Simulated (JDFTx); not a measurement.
Runs of JDFTx 1.7.0 (patched build) on Zn. The structure is hexagonal, space group P6_3/mmc (No. 194). Conventional cell: a = 2.670 Å, b = 2.670 Å, c = 4.966 Å, α = 90.00°, β = 90.00°, γ = 120.00°. Zn (site symmetry -6m2) has 12 Zn at 2.67 to 2.92 Å as nearest neighbours. 

```tsv
level	potentials or basis	k mesh	cutoff (eV)	mesh quality	gap on the mesh (eV)	pressure (GPa)	relaxed volume (Å³/atom)
PBE+D3	PseudoDojo-SR-PBE-0.5-standard with smoothed tails	9 × 9 × 5	1143	not flagged	none	0.0	(a)
PBE	SG15-PBE-1.2 with smoothed tails	6 × 6 × 3	1361	coarse	none	0.0	15.25
PBE	PseudoDojo-SR-PBE-0.5-standard with smoothed tails	6 × 6 × 3	1143	coarse	none	0.0	(b)
PBE	Ansatz-NC-SR-PBE with smoothed tails	6 × 6 × 3	1143	coarse	none	0.0	15.29
PBE	SPMS-PBE-1.0 with smoothed tails	6 × 6 × 3	1361	coarse	none	0.0	15.34
```

Alike in all rows: task relaxation of cell and atoms; no spin polarisation; cell relaxed; smearing fermi-dirac 0.05 eV.

Estimate the missing entries.

(a) 14.79; (b) 15.27.

Caveats: some runs use coarse meshes; pairwise dispersion overbinds metals, which lowers pressure and volume (some runs).

A gap of «none» marks a metal or a gap under the smearing width.
